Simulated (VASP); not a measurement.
# CuI (P-3m1) in VASP: a series of runs

The runs below take CuI through relaxation of cell and atoms, with PBE+D3(BJ).

All numbers are computed with VASP 6.6.1; they aren't measurements. Logs are shortened: lines on timing, memory, paths and dates and some standing lists are left out, and cuts for length are marked.

## (1) The crystal as given

The structure is trigonal, space group P-3m1 (No. 164). Conventional cell: a = 4.129 Å, b = 4.129 Å, c = 7.478 Å, α = 90.00°, β = 90.00°, γ = 120.00°. Cu (site symmetry 3m) has 4 I at 2.58 to 2.68 Å and 3 Cu at 2.74 Å as nearest neighbours. I (site symmetry 3m) has 4 Cu at 2.58 to 2.68 Å as nearest neighbours.

Measurements of this composition are mostly on another form, of space group No. 216.

## (2) Relaxation of cell and atoms, PBE+D3(BJ)

File INCAR:

```
SYSTEM = CuI
ALGO = Normal
EDIFF = 1E-6
EDIFFG = -0.01
ENCUT = 600
GGA = PE
IBRION = 2
ISIF = 3
ISMEAR = 0
IVDW = 12
LASPH = .True.
LCHARG = .False.
LREAL = .False.
LWAVE = .False.
NELM = 80
NSW = 90
PREC = Accurate
SIGMA = 0.03
```

File KPOINTS:

```
k-points
0
Gamma
  9 9 4
  0 0 0
```

File POSCAR:

```
CuI
1.0
    4.1286179400      0.0000000000      0.0000000000
   -2.0643089700      3.5754880100      0.0000000000
    0.0000000000      0.0000000000      7.4781060400
Cu I
2 2
Direct
    0.6666666700      0.3333333300      0.5899524400
    0.3333333300      0.6666666700      0.4100475600
    0.3333333300      0.6666666700      0.7547482500
    0.6666666700      0.3333333300      0.2452517500
```

Potentials or basis: VASP PAW PBE potentials, release 64 (Cu, I).

Command:

```console
$ cat potpaw_PBE.64/Cu/POTCAR potpaw_PBE.64/I/POTCAR > POTCAR
$ mpirun -np 1 vasp_std > vasp.out
```

OUTCAR:

```text
SYSTEM = CuI
   EDIFF = 1E-6
   EDIFFG = -0.01
   ENCUT = 600
   GGA = PE
   IBRION = 2
   ISIF = 3
   ISMEAR = 0
   IVDW = 12
   LASPH = .True.
   LREAL = .False.
   NELM = 80
   NSW = 90
   PREC = Accurate
 IVDW          = 12

 ion  position               nearest neighbor table
   1  0.667  0.333  0.590-   4 2.58   3 2.68   3 2.68   3 2.68   2 2.74   2 2.74   2 2.74
   2  0.333  0.667  0.410-   3 2.58   4 2.68   4 2.68   4 2.68   1 2.74   1 2.74   1 2.74
   3  0.333  0.667  0.755-   2 2.58   1 2.68   1 2.68   1 2.68
   4  0.667  0.333  0.245-   1 2.58   2 2.68   2 2.68   2 2.68

  LATTYP: Found a hexagonal cell.
 ALAT       =     4.1286179400
 C/A-ratio  =     1.8112855558

  Lattice vectors:

 A1 = (   4.1286179400,   0.0000000000,   0.0000000000)
 A2 = (  -2.0643089700,   3.5754880100,   0.0000000000)
 A3 = (   0.0000000000,   0.0000000000,   7.4781060400)

Analysis of symmetry for initial positions (statically):
=====================================================================
 Subroutine PRICEL returns:
 Original cell was already a primitive cell.

 Routine SETGRP: Setting up the symmetry group for a
 hexagonal supercell.

 Subroutine GETGRP returns: Found 12 space group operations
 (whereof 12 operations were pure point group operations)
 out of a pool of 24 trial point group operations.

The static configuration has the point symmetry D_3d.

Analysis of symmetry for dynamics (positions and initial velocities):
=====================================================================
 Subroutine PRICEL returns:
 Original cell was already a primitive cell.

 Routine SETGRP: Setting up the symmetry group for a
 hexagonal supercell.

 Subroutine GETGRP returns: Found 12 space group operations
 (whereof 12 operations were pure point group operations)
 out of a pool of 24 trial point group operations.

The dynamic configuration has the point symmetry D_3d.

 Subroutine INISYM returns: Found 12 space group operations
 (whereof 12 operations are pure point group operations),
 and found     1 'primitive' translations

----------------------------------------------------------------------------------------

                                     Primitive cell

  volume of cell :     110.3905

  direct lattice vectors                    reciprocal lattice vectors
     4.128617940  0.000000000  0.000000000     0.242211804  0.139841051  0.000000000
    -2.064308970  3.575488010  0.000000000     0.000000000  0.279682101  0.000000000
     0.000000000  0.000000000  7.478106040     0.000000000  0.000000000  0.133723699

  length of vectors
     4.128617940  4.128617933  7.478106040     0.279682101  0.279682101  0.133723699

  position of ions in fractional coordinates (direct lattice)
     0.666666670  0.333333330  0.589952440
     0.333333330  0.666666670  0.410047560
     0.333333330  0.666666670  0.754748250
     0.666666670  0.333333330  0.245251750

  ion indices of the primitive-cell ions
   primitive index   ion index
                 1           1
                 2           2
                 3           3
                 4           4

----------------------------------------------------------------------------------------

 KPOINTS: k-points

Automatic generation of k-mesh.
 Grid dimensions read from file:
 generate k-points for:    9    9    4

 Generating k-lattice:

  Cartesian coordinates                     Fractional coordinates (reciprocal lattice)
     0.026912423  0.015537895  0.000000000     0.111111111  0.000000000  0.000000000
     0.000000000  0.031075789  0.000000000     0.000000000  0.111111111  0.000000000
     0.000000000  0.000000000  0.033430925     0.000000000  0.000000000  0.250000000

  Length of vectors
     0.031075789  0.031075789  0.033430925

  Shift w.r.t. Gamma in fractional coordinates (k-lattice)
     0.000000000  0.000000000  0.000000000

 Subroutine IBZKPT returns following result:
 ===========================================

 Found     43 irreducible k-points:

 Following reciprocal coordinates:
            Coordinates               Weight
  0.000000  0.000000  0.000000      1.000000
  0.111111 -0.000000  0.000000      6.000000
  0.222222 -0.000000  0.000000      6.000000
  0.333333 -0.000000  0.000000      6.000000
  0.444444 -0.000000  0.000000      6.000000
  0.111111  0.111111  0.000000      6.000000
[... 16 lines left out ...]
  0.222222  0.111111  0.250000     12.000000
 -0.111111  0.333333  0.250000     12.000000
 [... further k-points ...]
   k-points           NKPTS =     43   k-points in BZ     NKDIM =     43   number of bands    NBANDS=     22
   number of dos      NEDOS =    301   number of ions     NIONS =      4
   total plane-waves  NPLWV =  77760
   dimension x,y,z NGX =    36 NGY =   36 NGZ =   60
   dimension x,y,z NGXF=    72 NGYF=   72 NGZF=  120
   ions per type =               2   2
   NGX,Y,Z   is equivalent  to a cutoff of  14.50, 14.50, 13.34 a.u.
   NGXF,Y,Z  is equivalent  to a cutoff of  28.99, 28.99, 26.68 a.u.
 SYSTEM =  CuI
   PREC   = accura    normal or accurate (medium, high low for compatibility)
   ISTART =      0    job   : 0-new  1-cont  2-samecut
   ICHARG =      2    charge: 1-file 2-atom 10-const
   ISPIN  =      1    spin polarized calculation?
   LNONCOLLINEAR =      F non collinear calculations
   LSORBIT =      F    spin-orbit coupling
   LASPH  =      T    aspherical Exc in radial PAW
   ENCUT  =  600.0 eV  44.10 Ry    6.64 a.u.   8.25  8.25 14.94*2*pi/ulx,y,z
   NELM   =     80;   NELMIN=  2; NELMDL= -5     # of ELM steps
   EDIFF  = 0.1E-05   stopping-criterion for ELM
   LREAL  =      F    real-space projection
   EDIFFG = -.1E-01   stopping-criterion for IOM
   NSW    =     90    number of steps for IOM
   IBRION =      2    ionic relax: 0-MD 1-quasi-New 2-CG
   NFREE  =      1    steps in history (QN), initial steepest desc. (CG)
   ISIF   =      3    stress and relaxation
   ISYM   =      2    0-nonsym 1-usesym 2-fastsym
   POTIM  = 0.5000    time-step for ionic-motion
   TEBEG  =    0.0;   TEEND  =   0.0 temperature during run
   PSTRESS=    0.0 pullay stress
   NELECT =      36.0000    total number of electrons
   NUPDOWN=      -1.0000    fix difference up-down
   EMIN   =  10.00;   EMAX   =-10.00  energy-range for DOS
   EFERMI =   0.00;   METHOD = LEGACY
   ISMEAR =     0;   SIGMA  =   0.03  broadening in eV -4-tet -1-fermi 0-gaus
   EFERMI_NEDOS =   21; number of points for ismear=-14 and -15
   IALGO  =     38    algorithm
   IMIX   =      4    mixing-type and parameters
     AMIX     =   0.40;   BMIX     =  1.00
     AMIX_MAG =   1.60;   BMIX_MAG =  1.00
  volume/ion in A,a.u.               =      27.60       186.24
  Fermi-wavevector in a.u.,A,eV,Ry     =   1.126847  2.129433 17.276475  1.269785
  Thomas-Fermi vector in A             =   2.263531
   LORBIT       =      0    0 simple, 1 ext, 2 COOP (PROOUT), +10 PAW based schemes
   GGA     = PE    functional components
   LHFCALC =     F    Hartree Fock is set to
   AEXX    =    0.0000 exact exchange contribution
   IVDW    =    12    specifies the selected vdW correction
   LEPSILON=     F    determine dielectric tensor
   LRPA    =     F    only Hartree local field effects (RPA)
 conjugate gradient relaxation of ions
 non-spin polarized calculation
 Gauss-broadening in eV      SIGMA  =   0.03
  energy-cutoff  :      600.00
  volume of cell :      110.39
 maximum number of plane-waves:      3714
 NGX is ok and might be reduce to    36
   NGX = 17   NGY = 17   NGZ = 29

--------------------------------------- Ionic step        1  -------------------------------------------

 number of electron      36.0000006 magnetization

 Free energy of the ion-electron system (eV)
  ---------------------------------------------------
  ext. energy  EPLUGINS =         0.00000000
  ---------------------------------------------------
  free energy    TOTEN  =       -11.13116752 eV

  energy without entropy =      -11.13116752  energy(sigma->0) =      -11.13116752

------------------------ aborting loop because EDIFF is reached ----------------------------------------

 Edisp (eV)   -1.40165

 E8    (eV) :    -0.6162

  FORCE on cell =-STRESS in cart. coord.  units (eV):
  Direction    XX          YY          ZZ          XY          YZ          ZX
  --------------------------------------------------------------------------------------
  -------------------------------------------------------------------------------------
  Total      -0.70723    -0.70723    -0.29868     0.00000     0.00000     0.00000
  in kB     -10.26454   -10.26454    -4.33498     0.00000     0.00000     0.00000
  external pressure =       -8.29 kB  Pullay stress =        0.00 kB
[... 103 lines left out ...]
  FREE ENERGIE OF THE ION-ELECTRON SYSTEM (eV)
  ---------------------------------------------------
  free  energy   TOTEN  =       -12.5445731765 eV

  energy  without entropy=      -12.5445731765  energy(sigma->0) =      -12.54457318

 E-fermi :   5.0854     XC(G=0):  -9.3571

 val. band max:        4.9095754395   @ k =   0.0000   0.0000   0.0000
 cond. band min:       6.5171139546   @ k =   0.0000   0.0000   0.0000
 fundamental gap:      1.6075385151
 Fermi energy:         5.0854057166

 k-point     1 :       0.0000    0.0000    0.0000
  band No.  band energies     occupation
      1      -8.9731      2.00000
      2      -8.3510      2.00000
      3      -1.0387      2.00000
      4       1.2045      2.00000
      5       1.5449      2.00000
      6       1.5449      2.00000
[... 574 lines left out ...]
      6       1.3178      2.00000
[... 14 lines left out ...]
     21       9.2858      0.00000
     22      10.0533      0.00000

 [... further k-points ...]

[... ionic steps 4 to 27 ...]

--------------------------------------- Ionic step       28  -------------------------------------------

 number of electron      36.0000016 magnetization

------------------------ aborting loop because EDIFF is reached ----------------------------------------

 Edisp (eV)   -1.50955

 E8    (eV) :    -0.6633
[... 73 lines left out ...]
  energy  without entropy=      -12.5721233583  energy(sigma->0) =      -12.57212336

--------------------------------------- Ionic step       30  -------------------------------------------

 number of electron      36.0000017 magnetization

 Free energy of the ion-electron system (eV)
  ---------------------------------------------------
  ext. energy  EPLUGINS =         0.00000000
  ---------------------------------------------------
  free energy    TOTEN  =       -11.06285371 eV

  energy without entropy =      -11.06285371  energy(sigma->0) =      -11.06285371

 E-fermi :   5.1094     XC(G=0):  -9.3714

 val. band max:        4.9614123949   @ k =   0.0000   0.0000   0.0000
 cond. band min:       6.5850778515   @ k =   0.0000   0.0000   0.0000
 fundamental gap:      1.6236654565
 Fermi energy:         5.1094016006

 k-point     1 :       0.0000    0.0000    0.0000
  band No.  band energies     occupation
      1      -8.9597      2.00000
      2      -8.3254      2.00000
      3      -1.0009      2.00000
      4       1.2464      2.00000
      5       1.5572      2.00000
      6       1.5572      2.00000
[... 574 lines left out ...]
      6       1.3426      2.00000
[... 14 lines left out ...]
     21       9.3042      0.00000
     22      10.0995      0.00000

 [... further k-points ...]

------------------------ aborting loop because EDIFF is reached ----------------------------------------

 Edisp (eV)   -1.50930

 E8    (eV) :    -0.6632

  FORCE on cell =-STRESS in cart. coord.  units (eV):
  Direction    XX          YY          ZZ          XY          YZ          ZX
  --------------------------------------------------------------------------------------
  -------------------------------------------------------------------------------------
  Total      -0.01012    -0.01012    -0.01536     0.00000     0.00000    -0.00000
  in kB      -0.15845    -0.15845    -0.24036     0.00000     0.00000    -0.00000
  external pressure =       -0.19 kB  Pullay stress =        0.00 kB
[... 19 lines left out ...]
  FREE ENERGIE OF THE ION-ELECTRON SYSTEM (eV)
  ---------------------------------------------------
  free  energy   TOTEN  =       -12.5721519959 eV

  energy  without entropy=      -12.5721519959  energy(sigma->0) =      -12.57215200

 reached required accuracy - stopping structural energy minimisation
```

It took 22 min on 1 thread of Intel Xeon 6975P-C (Granite Rapids), shared host; peak memory 0.37 GiB.

What came out:

- Free energy: -12.5722 eV
- Relaxed volume: 25.59 Å³/atom
- Relaxed cell: a = 4.077 Å, b = 4.077 Å, c = 7.112 Å, α = 90.00°, β = 90.00°, γ = 120.00°
- Space group after relaxing (to 0.05 Å): P-3m1 (No. 164)
- Energy gained by relaxing: 9.8 meV/atom
- Ionic steps: 30
- Pressure after relaxing: 0.0 GPa
- Largest force after relaxing: 0.003 eV/Å
- Band gap on the k mesh: 1.62 eV, direct
- Dispersion energy per atom: -0.377 eV

Forces on the atoms (eV/Å):
```
Cu   0.000  0.000  0.001
Cu   0.000  0.000 -0.001
I    0.000  0.000  0.003
I    0.000  0.000 -0.003
```

The path:
| step | energy change (eV) | largest force (eV/Å) | pressure (GPa) | volume (Å³) |
| --- | --- | --- | --- | --- |
| 1 | 0.0000 | 0.1239 | -0.83 | 110.39 |
| 2 | -0.0106 | 0.2044 | -0.14 | 108.12 |
| 3 | -0.0118 | 0.2357 | 0.07 | 107.33 |
| 4 | -0.0099 | 0.2997 | 0.75 | 105.75 |
| 5 | -0.0118 | 0.2497 | 0.25 | 106.97 |
| 6 | -0.0172 | 0.1287 | 0.03 | 106.46 |
| 7 | -0.0185 | 0.0568 | -0.13 | 106.07 |
| 8 | -0.0240 | 0.0389 | -0.16 | 105.46 |
| 9 | -0.0355 | 0.0171 | -0.02 | 103.59 |
| 10 | -0.0249 | 0.1395 | 0.30 | 99.84 |
| 11 | -0.0378 | 0.0489 | 0.00 | 102.72 |
| 12 | -0.0380 | 0.0653 | 0.00 | 102.21 |
| 13 | -0.0380 | 0.0630 | 0.07 | 102.29 |
| 14 | -0.0380 | 0.0561 | 0.07 | 102.51 |
| 15 | -0.0380 | 0.0593 | -0.16 | 102.40 |
| 16 | -0.0380 | 0.0518 | 0.28 | 101.69 |
| 17 | -0.0381 | 0.0568 | 0.10 | 102.14 |
| 18 | -0.0381 | 0.0553 | 0.05 | 102.01 |
| 19 | -0.0381 | 0.0537 | 0.24 | 101.85 |
| 20 | -0.0381 | 0.0543 | 0.29 | 101.93 |
| 21 | -0.0381 | 0.0549 | 0.21 | 101.98 |
| 22 | -0.0381 | 0.0557 | 0.22 | 101.99 |
| 23 | -0.0381 | 0.0557 | 0.20 | 102.00 |
| 24 | -0.0383 | 0.0505 | -0.16 | 102.69 |
| 25 | -0.0385 | 0.0397 | -0.05 | 102.36 |
| 26 | -0.0388 | 0.0334 | 0.00 | 102.35 |
| 27 | -0.0393 | 0.0136 | 0.05 | 102.34 |
| 28 | -0.0393 | 0.0152 | 0.01 | 102.34 |
| 29 | -0.0393 | 0.0097 | -0.04 | 102.37 |
| 30 | -0.0393 | 0.0034 | -0.02 | 102.35 |

Final structure:
```
CELL_PARAMETERS angstrom
4.07656 0.00000 0.00000
-2.03828 3.53041 0.00000
0.00000 0.00000 7.11169
ATOMIC_POSITIONS crystal
Cu 0.66667 0.33333 0.59442
Cu 0.33333 0.66667 0.40558
I 0.33333 0.66667 0.77014
I 0.66667 0.33333 0.22986
```

Levels at points of the mesh, in eV from the valence-band top:
| k point | band 14 | band 15 | band 16 | band 17 | band 18 | band 19 | band 20 | band 21 | band 22 |
| --- | --- | --- | --- | --- | --- | --- | --- | --- | --- |
| (0.00, 0.00, 0.00) | -0.41 | -0.41 | -0.41 | 0.00 | 0.00 | 1.62 | 3.12 | 4.83 | 5.79 |
| (0.00, 0.00, 0.50) | -1.07 | -0.30 | -0.30 | -0.16 | -0.16 | 3.13 | 3.18 | 4.43 | 5.49 |

Caveat: spin-orbit coupling is left out, which moves the levels of the heavy elements; an odd mesh through Γ misses points on the zone boundary, where band edges often lie. As with any semilocal functional, this PBE gap is likely too small.

## (3) Relaxation of cell and atoms, PBE+D3(BJ)

This run uses another cell than the first one, of 25.59 Å³/atom, 0.927 times its volume.

Changes to INCAR since step 2:

```diff
@@ -2,4 +2,4 @@
 ALGO = Normal
-EDIFF = 1E-6
-EDIFFG = -0.01
+EDIFF = 1E-7
+EDIFFG = -0.005
 ENCUT = 600
```

KPOINTS is that of step 2.

File POSCAR:

```
CuI                                     
1.0
    4.0765627503      0.0000000000     -0.0000000000
   -2.0382813751      3.5304068936     -0.0000000000
   -0.0000000000      0.0000000000      7.1116865904
  Cu              I             
     2     2
Direct
     0.6666666699999979    0.3333333300000021    0.5944160102354249
     0.3333333300000021    0.6666666699999979    0.4055839897645749
     0.3333333300000021    0.6666666699999979    0.7701427338253439
     0.6666666699999979    0.3333333300000021    0.2298572661746562
```

Potentials or basis: VASP PAW PBE potentials, release 64 (Cu, I).

Command:

```console
$ cat potpaw_PBE.64/Cu/POTCAR potpaw_PBE.64/I/POTCAR > POTCAR
$ mpirun -np 1 vasp_std > vasp.out
```

It took 1.7 min on 1 thread of Intel Xeon 6975P-C (Granite Rapids), shared host; peak memory 0.33 GiB.

Results (log left out):

```
Free energy                : -12.5711 eV
Pressure after relaxing    : 0.0 GPa
Band gap on the k mesh     : 1.62 eV, direct
Dispersion energy per atom : -0.377 eV
```

Forces in eV/Å, atoms in the order of the input:
```
Cu   0.000  0.000  0.001
Cu   0.000  0.000 -0.001
I    0.000  0.000  0.003
I    0.000  0.000 -0.003
```

Final structure:
```cif
data_structure
_symmetry_space_group_name_H-M 'P 1'
_symmetry_Int_Tables_number 1
_cell_length_a 4.0766
_cell_length_b 4.0766
_cell_length_c 7.1117
_cell_angle_alpha 90.000
_cell_angle_beta 90.000
_cell_angle_gamma 120.000
_cell_volume 102.35
loop_
_atom_site_label
_atom_site_type_symbol
_atom_site_fract_x
_atom_site_fract_y
_atom_site_fract_z
_atom_site_occupancy
Cu1 Cu 0.66667 0.33333 0.59442 1
Cu2 Cu 0.33333 0.66667 0.40558 1
I1 I 0.33333 0.66667 0.77014 1
I2 I 0.66667 0.33333 0.22986 1
```

Levels at points of the mesh, in eV from the valence-band top:
```
           k point  band 14  band 15  band 16  band 17  band 18  band 19  band 20  band 21  band 22
(0.00, 0.00, 0.00)    -0.41    -0.41    -0.41     0.00     0.00     1.62     3.12     4.83     5.79
(0.00, 0.00, 0.50)    -1.07    -0.30    -0.30    -0.16    -0.16     3.13     3.18     4.43     5.49
```

Caveat: the relaxation stopped at its first step, so nothing moved; spin-orbit coupling is left out, which moves the levels of the heavy elements; an odd mesh through Γ misses points on the zone boundary, where band edges often lie.
